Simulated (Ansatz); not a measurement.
**CdO: response to strain**

Aim: deform CdO (zz strain of +1 %) and compute stress, forces and field gradients with LAPW, PAW and all-electron datasets made for the crystal.

Method: DFT PBEsol, scalar-relativistic, in Ansatz 0.2.0.

## Step 1: The structure to begin with

Symmetry: Fm-3m, No. 225, cubic system. Conventional cell: a = 4.696 Å, b = 4.696 Å, c = 4.696 Å, α = 90.00°, β = 90.00°, γ = 90.00°. Cd (site symmetry m-3m) has 6 O at 2.35 Å as nearest neighbours. O (site symmetry m-3m) is surrounded by 6 Cd at 2.35 Å.

Structure file:

```cif
data_structure
_symmetry_space_group_name_H-M 'P 1'
_symmetry_Int_Tables_number 1
_cell_length_a 3.3208
_cell_length_b 3.3208
_cell_length_c 3.3208
_cell_angle_alpha 60.000
_cell_angle_beta 60.000
_cell_angle_gamma 60.000
_cell_volume 25.89
loop_
_atom_site_label
_atom_site_type_symbol
_atom_site_fract_x
_atom_site_fract_y
_atom_site_fract_z
_atom_site_occupancy
Cd1 Cd 0.00000 0.00000 0.00000 1
O1 O 0.50000 0.50000 0.50000 1
```

Atoms are numbered in the order of the input: Cd1, O2.

## Step 2: The deformed structure

Space group Fm-3m before, I4/mmm after.

## Step 3: All-electron LAPW

The input, input.yaml:

```yaml
crystal:
  lattice:
    - [0.0, 2.34815, 2.3716315]
    - [2.34815, 0.0, 2.3716315]
    - [2.34815, 2.34815, 0.0]
  atoms:
    - { symbol: Cd, position: [0.0, 0.0, 0.0] }
    - { symbol: O, position: [0.5, 0.5, 0.5] }
kpoints:
  mp_grid: { grid: [11, 11, 11] }
  band_path:
    path:
      - [0.0, 0.0, 0.0]
      - [0.0, 0.5, 0.5]
      - [0.25, 0.75, 0.5]
      - [0.0, 0.5, 0.0]
      - [0.0, 0.0, 0.0]
      - [0.5, 0.5, 0.0]
      - [0.3725370062, 0.6274629938, 0.0]
      - [-0.3725370062, 0.3725370062, 0.0]
      - [0.0, 0.0, 0.0]
    npoints: 5
scf:
  occupations: { method: fermi_dirac, width: 0.02 }
hamiltonian:
  xc: pbesol
  pseudopotentials: { kind: all_electron, lapw: { basis_error: 0.0005 } }
output:
  forces: true
  stress: true
  eigenvalues: true
```

Command:

```sh
ansatz run input.yaml --threads 1 --pin off --max-ram 3072MiB --backend cpu --events-out ev --progress --plain --runs-dir out
```

## Step 4: PAW on the default files

The input, input.yaml:

```yaml
crystal:
  lattice:
    - [0.0, 2.34815, 2.3716315]
    - [2.34815, 0.0, 2.3716315]
    - [2.34815, 2.34815, 0.0]
  atoms:
    - { symbol: Cd, position: [0.0, 0.0, 0.0] }
    - { symbol: O, position: [0.5, 0.5, 0.5] }
kpoints:
  mp_grid: { grid: [11, 11, 11] }
scf:
  occupations: { method: fermi_dirac, width: 0.02 }
hamiltonian:
  xc: pbesol
  pseudopotentials: { kind: paw }
output:
  forces: true
  stress: true
  eigenvalues: true
  efg: { contact_densities: true }
```

## Step 5: All-electron PAW on datasets made for the crystal

input.yaml, as its differences from that of step 4:

```diff
@@ -14,3 +14,3 @@
   xc: pbesol
-  pseudopotentials: { kind: paw }
+  pseudopotentials: { kind: all_electron, datasets: crystal }
 output:
```

(Steps that only read results are left out.)

Q: Predict the outcome of this session. Wanted: pressure; largest shear or deviatoric stress.

As calculated:

```
                                 quantity                                              value
                                 pressure  LAPW -1.90, PAW -1.92, crystal datasets -1.90 GPa
largest shear or deviatoric stress (LAPW)                                           0.59 GPa
```

**Reading.** The largest part of the stress beyond the pressure is 0.59 GPa in size, in the zz component; the atoms are carried along and not relaxed. No run of the undeformed cell stands beside it, so the pressure holds what the given cell had before the change. PAW: stress within 0.02 GPa of LAPW. Crystal datasets: stress within 0.01 GPa of LAPW.
